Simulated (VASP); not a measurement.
# ZnO (P6_3/mmc) in VASP: a series of runs

Runs on ZnO. Level: PBEsol. Tasks: single point.

All numbers are computed with VASP 6.6.1; they aren't measurements. Logs are shortened: lines on timing, memory, paths and dates and some standing lists are left out, and cuts for length are marked.

## (1) The undisturbed crystal

It takes space group P6_3/mmc (No. 194, hexagonal). Conventional cell: a = 3.288 Å, b = 3.288 Å, c = 7.130 Å, α = 90.00°, β = 90.00°, γ = 120.00°. Zn (site symmetry -6m2) has 3 O at 1.90 Å as nearest neighbours. O (site symmetry -6m2) is surrounded by 3 Zn at 1.90 Å.

Measurements of this composition are mostly on another form, of space group No. 186.

## (2) Single point, PBEsol (grid = ENCUT=400 dk=0.35 cell=1x1x1 ISMEAR=0 SIGMA=0.05 LREAL=Auto EDIFF=1e-06)

Input file INCAR:

```
  PREC = Accurate
  ENCUT = 400
  EDIFF = 1E-6
  ISMEAR = 0
  SIGMA = 0.05
  LREAL = Auto
  LASPH = T
  NELM = 120
  ALGO = Fast
  ISIF = 2
  LWAVE = F
  LCHARG = F
  GGA = PS
  NBANDS = 26
```

Input file KPOINTS:

```
Automatic mesh
0
Gamma
  7 7 3
```

Input file POSCAR:

```
ZnO
1.0
    3.2879671587      0.0000000000      0.0000000000
   -1.6439835793      2.8474630862      0.0000000000
    0.0000000000      0.0000000000      7.1304413500
Zn O
2 2
Direct
    0.0000000000      0.0000000000      0.2500000000
    0.0000000000      0.0000000000      0.7500000000
    0.6666666667      0.3333333333      0.7500000000
    0.3333333333      0.6666666667      0.2500000000
```

Potentials or basis: VASP PAW PBE potentials, release 64 (Zn, O).

Started as:

```bash
> cat potpaw_PBE.64/Zn/POTCAR potpaw_PBE.64/O/POTCAR > POTCAR
> mpirun -np 1 vasp_std > vasp.out
```

OUTCAR:

```text
PREC = Accurate
   ENCUT = 400
   EDIFF = 1E-6
   ISMEAR = 0
   LREAL = Auto
   LASPH = T
   NELM = 120
   ISIF = 2
   GGA = PS

 Found     16 irreducible k-points:

 Following reciprocal coordinates:
            Coordinates               Weight
  0.000000  0.000000  0.000000      1.000000
  0.142857 -0.000000  0.000000      6.000000
  0.285714 -0.000000  0.000000      6.000000
  0.428571 -0.000000  0.000000      6.000000
  0.142857  0.142857  0.000000      6.000000
  0.285714  0.142857  0.000000     12.000000
   k-points           NKPTS =     16   k-points in BZ     NKDIM =     16   number of bands    NBANDS=     26
   number of dos      NEDOS =    301   number of ions     NIONS =      4
   total plane-waves  NPLWV =  27648
   dimension x,y,z NGX =    24 NGY =   24 NGZ =   48
   dimension x,y,z NGXF=    48 NGYF=   48 NGZF=   96
   ions per type =               2   2
   NGX,Y,Z   is equivalent  to a cutoff of  12.13, 12.13, 11.19 a.u.
   NGXF,Y,Z  is equivalent  to a cutoff of  24.27, 24.27, 22.38 a.u.
 SYSTEM =  unknown system
   PREC   = accura    normal or accurate (medium, high low for compatibility)
   ISTART =      0    job   : 0-new  1-cont  2-samecut
   ICHARG =      2    charge: 1-file 2-atom 10-const
   ISPIN  =      1    spin polarized calculation?
   LNONCOLLINEAR =      F non collinear calculations
   LSORBIT =      F    spin-orbit coupling
   LASPH  =      T    aspherical Exc in radial PAW
   ENCUT  =  400.0 eV  29.40 Ry    5.42 a.u.   5.36  5.36 11.63*2*pi/ulx,y,z
   NELM   =    120;   NELMIN=  2; NELMDL= -5     # of ELM steps
   EDIFF  = 0.1E-05   stopping-criterion for ELM
   LREAL  =      T    real-space projection
   EDIFFG = 0.1E-04   stopping-criterion for IOM
   NSW    =      0    number of steps for IOM
   IBRION =     -1    ionic relax: 0-MD 1-quasi-New 2-CG
   NFREE  =      0    steps in history (QN), initial steepest desc. (CG)
   ISIF   =      2    stress and relaxation
   ISYM   =      2    0-nonsym 1-usesym 2-fastsym
   POTIM  = 0.5000    time-step for ionic-motion
   TEBEG  =    0.0;   TEEND  =   0.0 temperature during run
   PSTRESS=    0.0 pullay stress
   NELECT =      36.0000    total number of electrons
   NUPDOWN=      -1.0000    fix difference up-down
   EMIN   =  10.00;   EMAX   =-10.00  energy-range for DOS
   EFERMI =   0.00;   METHOD = LEGACY
   ISMEAR =     0;   SIGMA  =   0.05  broadening in eV -4-tet -1-fermi 0-gaus
   EFERMI_NEDOS =   21; number of points for ismear=-14 and -15
   IALGO  =     68    algorithm
   IMIX   =      4    mixing-type and parameters
     AMIX     =   0.40;   BMIX     =  1.00
     AMIX_MAG =   1.60;   BMIX_MAG =  1.00
  volume/ion in A,a.u.               =      16.69       112.63
  Fermi-wavevector in a.u.,A,eV,Ry     =   1.332524  2.518105 24.158775  1.775620
  Thomas-Fermi vector in A             =   2.461452
   LORBIT       =      0    0 simple, 1 ext, 2 COOP (PROOUT), +10 PAW based schemes
   GGA     = PS    functional components
   LHFCALC =     F    Hartree Fock is set to
   AEXX    =    0.0000 exact exchange contribution
   IVDW    =     0    specifies the selected vdW correction
   LEPSILON=     F    determine dielectric tensor
   LRPA    =     F    only Hartree local field effects (RPA)
 non-spin polarized calculation
 RMM-DIIS sequential band-by-band and
 Gauss-broadening in eV      SIGMA  =   0.05
  energy-cutoff  :      400.00
  volume of cell :       66.76
 maximum number of plane-waves:      1235
 NGX is ok and might be reduce to    24
   NGX = 11   NGY = 11   NGZ = 23

 number of electron      35.9999965 magnetization

 Free energy of the ion-electron system (eV)
  ---------------------------------------------------
  ext. energy  EPLUGINS =         0.00000000
  ---------------------------------------------------
  free energy    TOTEN  =       -18.29551936 eV

  energy without entropy =      -18.29551936  energy(sigma->0) =      -18.29551936

 E-fermi :  -0.6887     XC(G=0):  -9.1720

 val. band max:       -0.9145875995   @ k =   0.0000   0.0000   0.0000
 cond. band min:      -0.1624086035   @ k =   0.0000   0.0000   0.0000
 fundamental gap:      0.7521789960
 Fermi energy:        -0.6886528678

 k-point     1 :       0.0000    0.0000    0.0000
  band No.  band energies     occupation
      1     -18.3145      2.00000
      2     -18.2318      2.00000
      3      -7.0383      2.00000
      4      -7.0383      2.00000
      5      -7.0233      2.00000
      6      -7.0233      2.00000
[... 18 lines left out ...]
     25      11.8055      0.00000
     26      12.5950      0.00000

 k-point     2 :       0.1429   -0.0000    0.0000
  band No.  band energies     occupation
      1     -18.2226      2.00000
      2     -18.1462      2.00000
      3      -7.0721      2.00000
      4      -7.0623      2.00000
      5      -6.9043      2.00000
      6      -6.8896      2.00000
[... 18 lines left out ...]
     25      11.2660      0.00000
     26      12.1699      0.00000

 k-point     3 :       0.2857   -0.0000    0.0000
  band No.  band energies     occupation
      1     -18.0069      2.00000
      2     -17.9518      2.00000
      3      -7.0556      2.00000
      4      -7.0531      2.00000
      5      -6.5539      2.00000
      6      -6.5400      2.00000
[... 18 lines left out ...]
     25      11.5615      0.00000
     26      11.6965      0.00000

 k-point     4 :       0.4286   -0.0000    0.0000
  band No.  band energies     occupation
      1     -17.8215      2.00000
      2     -17.7962      2.00000
      3      -6.8842      2.00000
      4      -6.8777      2.00000
      5      -6.2356      2.00000
      6      -6.1903      2.00000
[... 18 lines left out ...]
     25      10.7437      0.00000
     26      12.9767      0.00000

 k-point     5 :       0.1429    0.1429    0.0000
  band No.  band energies     occupation
      1     -18.0682      2.00000
      2     -18.0063      2.00000
      3      -7.0729      2.00000
      4      -7.0716      2.00000
      5      -6.6535      2.00000
      6      -6.6416      2.00000
[... 18 lines left out ...]
     25      11.2557      0.00000
     26      12.2320      0.00000

 k-point     6 :       0.2857    0.1429    0.0000
  band No.  band energies     occupation
      1     -17.8666      2.00000
      2     -17.8300      2.00000
      3      -6.9293      2.00000
      4      -6.9232      2.00000
      5      -6.2465      2.00000
      6      -6.2373      2.00000
[... 18 lines left out ...]
     25      10.4242      0.00000
     26      12.1111      0.00000

 [... further k-points ...]

------------------------ aborting loop because EDIFF is reached ----------------------------------------

  FORCE on cell =-STRESS in cart. coord.  units (eV):
  Direction    XX          YY          ZZ          XY          YZ          ZX
  --------------------------------------------------------------------------------------
  -------------------------------------------------------------------------------------
  Total       -3.5606247     -3.5606247     -1.8489034     -0.0000000     -0.0000000      0.0000000
  in kB      -85.4544732    -85.4544732    -44.3734107     -0.0000000     -0.0000000      0.0000000
  external PRESSURE =     -71.7607857 kB  Pullay stress =       0.0000000 kB

 VOLUME and BASIS-vectors are now :
 -----------------------------------------------------------------------------
  energy-cutoff  :      400.00
  volume of cell :       66.76
      direct lattice vectors                 reciprocal lattice vectors
     3.287967159  0.000000000  0.000000000     0.304139291  0.175594901  0.000000000
    -1.643983579  2.847463086  0.000000000     0.000000000  0.351189803  0.000000000
     0.000000000  0.000000000  7.130441350     0.000000000  0.000000000  0.140243773

 POSITION                                       TOTAL-FORCE (eV/Angst)
 -----------------------------------------------------------------------------------
      0.00000      0.00000      1.78261        -0.000000     -0.000000      0.000000
      0.00000      0.00000      5.34783        -0.000000      0.000000      0.000000
      1.64398      0.94915      5.34783        -0.000000      0.000000      0.000000
     -0.00000      1.89831      1.78261         0.000000     -0.000000     -0.000000
 -----------------------------------------------------------------------------------
    total drift:                               -0.000000      0.000000      0.000000

  FREE ENERGIE OF THE ION-ELECTRON SYSTEM (eV)
  ---------------------------------------------------
  free  energy   TOTEN  =       -18.2955193582 eV

  energy  without entropy=      -18.2955193582  energy(sigma->0) =      -18.29551936
```

Wall time 28 s (1 thread of Intel Xeon Platinum 8259CL at 2.50GHz (Skylake/Cascade Lake), shared host); peak memory 0.17 GiB.

These settings aren't checked as converged: the numbers below hold their error.

What came out:

```
Free energy            : -18.2955 eV
Band gap on the k mesh : 0.75 eV, direct
```

Caveat: the cutoff is under 1.25 times the usual one of these potentials, so pressure, stress and relaxed cells hold a basis-set (Pulay) error; the PAW data sets were made with another functional, which shifts forces and pressure a little.

## (3) Single point, PBEsol (grid = ENCUT=650 dk=0.45 cell=1x1x1 ISMEAR=0 SIGMA=0.05 LREAL=Auto EDIFF=1e-06)

Changes to INCAR since step 2:

```diff
@@ -1,3 +1,3 @@
   PREC = Accurate
-  ENCUT = 400
+  ENCUT = 650
   EDIFF = 1E-6
```

Input file KPOINTS:

```
Automatic mesh
0
Gamma
  5 5 2
```

POSCAR is that of step 2.

Potentials or basis: VASP PAW PBE potentials, release 64 (Zn, O).

Started as:

```bash
> cat potpaw_PBE.64/Zn/POTCAR potpaw_PBE.64/O/POTCAR > POTCAR
> mpirun -np 1 vasp_std > vasp.out
```

It took 34 s on 1 thread of Intel Xeon Platinum 8259CL at 2.50GHz (Skylake/Cascade Lake), shared host; peak memory 0.2 GiB.

These settings aren't checked as converged: the numbers below hold their error.

What came out:

```
Free energy            : -18.2628 eV
Pressure               : -4.0 GPa
Band gap on the k mesh : 0.75 eV, direct
```

Caveat: the k mesh is coarse (spacing up to 0.44 Å⁻¹), so the values aren't converged; the PAW data sets were made with another functional, which shifts forces and pressure a little.
